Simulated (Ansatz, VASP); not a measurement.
## One calculation of Cd, two programs

The input INCAR:

```
SYSTEM = Cd
ALGO     = Fast           ! electronic algorithm
EDIFF    = 1E-7           ! SCF threshold, eV
ENCUT    = 520            ! plane-wave cutoff, eV
GGA      = PE             ! functional
ISIF     = 2              ! what is computed and relaxed
ISMEAR   = -1             ! smearing method
LASPH    = .TRUE.         ! aspherical terms in the spheres
LCHARG   = .FALSE.        ! write CHGCAR
LREAL    = .FALSE.        ! projectors in reciprocal space
LWAVE    = .FALSE.        ! write WAVECAR
NELM     = 60             ! most SCF steps
PREC     = Accurate       ! precision mode
SIGMA    = 0.05           ! smearing width, eV
```

File KPOINTS:

```
k-points
0
G
  7 7 7
  0 0 0
```

The input POSCAR:

```
Cd
1.0
   -1.7843220000      1.7843220000      1.7843220000
    1.7843220000     -1.7843220000      1.7843220000
    1.7843220000      1.7843220000     -1.7843220000
Cd
1
Direct
    0.0000000000      0.0000000000      0.0000000000
```

KPOINTS_OPT

```
path GHNGPH,PN
10
line-mode
reciprocal
 0.0000000000  0.0000000000  0.0000000000  G
 0.5000000000 -0.5000000000  0.5000000000  H

 0.5000000000 -0.5000000000  0.5000000000  H
 0.0000000000  0.0000000000  0.5000000000  N

 0.0000000000  0.0000000000  0.5000000000  N
 0.0000000000  0.0000000000  0.0000000000  G

 0.0000000000  0.0000000000  0.0000000000  G
 0.2500000000  0.2500000000  0.2500000000  P

 0.2500000000  0.2500000000  0.2500000000  P
 0.5000000000 -0.5000000000  0.5000000000  H

 0.2500000000  0.2500000000  0.2500000000  P
 0.0000000000  0.0000000000  0.5000000000  N
```

input.yaml

```yaml
crystal:
  lattice:
    - [-1.784322, 1.784322, 1.784322]
    - [1.784322, -1.784322, 1.784322]
    - [1.784322, 1.784322, -1.784322]
  atoms:
    - { symbol: Cd, position: [0.0, 0.0, 0.0] }
hamiltonian:
  xc: pbe
  pseudopotentials: { kind: paw }
kpoints:
  mp_grid: { grid: [7, 7, 7] }
  band_path:
    path:
      - [[0.0, 0.0, 0.0], [0.5, -0.5, 0.5], [0.0, 0.0, 0.5], [0.0, 0.0, 0.0], [0.25, 0.25, 0.25], [0.5, -0.5, 0.5]]
      - [[0.25, 0.25, 0.25], [0.0, 0.0, 0.5]]
    npoints: 14
scf:
  occupations: { method: fermi_dirac, width: 0.05 }
  n_extra_bands: 6
output:
  forces: true
  stress: true
  eigenvalues: true
  fatbands: false
```

This isn't the form of Cd at room conditions, which is hcp.

Alike in both runs: task band structure; functional PBE; k mesh 7 × 7 × 7; occupations fermi-dirac, width 0.05 eV; no spin polarisation.

```csv
,VASP,Ansatz
version,VASP 6.6.1,Ansatz 0.2.0
potentials or method,"VASP PAW PBE potentials, release 64 (Cd)",Ansatz PAW
plane-wave cutoff (eV),520,420
valence electrons in the cell,12,20
```

|  | VASP | Ansatz | Ansatz less VASP |
| --- | --- | --- | --- |
| gap on the k mesh at the Fermi level (eV) | none | none | - |
| pressure (GPa) | 1.0 | 0.8 | -0.22 |

A gap of «none» marks a metal or a gap that the smearing closes. With one functional, cell and mesh, what is left measures potentials, basis and numerics. The two sets of potentials don't hold the same shells in valence.
